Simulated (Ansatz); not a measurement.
Results of r²SCAN+SOC (Ansatz, a quantum-chemistry and plane-wave program, plane waves, PAW) for zinc-blende AlSb.

Numerical settings: plane-wave cutoff 560 eV, 10×10×10 k mesh, Fermi–Dirac smearing 0.01 eV, PAW data made under PBE.

Computed at the level's own relaxed cell.

Q: Estimate the band gap, smallest direct gap on the k points sampled, pressure derivative B′ of the bulk modulus and bulk modulus B0 that the calculation returns.

A: 
band gap: 1.30 eV (indirect)
smallest direct gap on the k points sampled: 1.83 eV
pressure derivative B′ of the bulk modulus: 4.4
bulk modulus B0: 55.6 GPa

Measured, for comparison: band gap 1.73 eV (zero-point renormalisation of 35 meV (experimental, the table's column) added back here, indirect; inputs from Miglio et al. (2020), arXiv:2011.12765); bulk modulus 58.2 GPa (temperature not stated, not corrected to a static lattice; as tabulated in Toher et al. (2017), arXiv:1611.05714). Computed (rounded) less measured: band gap -0.43 eV, bulk modulus -4 %.

Static lattice: no zero-point or thermal effects.

Computing time: about 10 core-minutes (a rough figure).
